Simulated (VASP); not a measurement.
Crystal: SrO.

```
Sr O
1.0
     0.00000    2.56614    2.56614
     2.56614    0.00000    2.56614
     2.56614    2.56614    0.00000
Sr O
1 1
Direct
  0.00000 0.00000 0.00000
  0.50000 0.50000 0.50000
```

Base run:

- Program: VASP 6.6.1
- Functional: PBEsol
- Potentials or basis: VASP PAW PBE potentials, release 64 (Sr_sv, O)
- Cutoff: 520 eV
- k mesh: 8 × 8 × 8
- Occupations: gaussian, width 0.02 eV
- Spin: no spin polarisation

Its results: band gap on the k mesh 3.15 eV, indirect (least direct gap 3.23 eV).

Task: The run is repeated on the same cell with these changes: functional from PBEsol to r2SCAN. What comes out?

Result: Band gap on the k mesh 3.74 eV, indirect (least direct gap 3.82 eV).

r2SCAN gives the wider gap, since meta-GGAs in the generalised Kohn-Sham scheme recover part of the derivative discontinuity.

Not every run made on this cell is shown here.
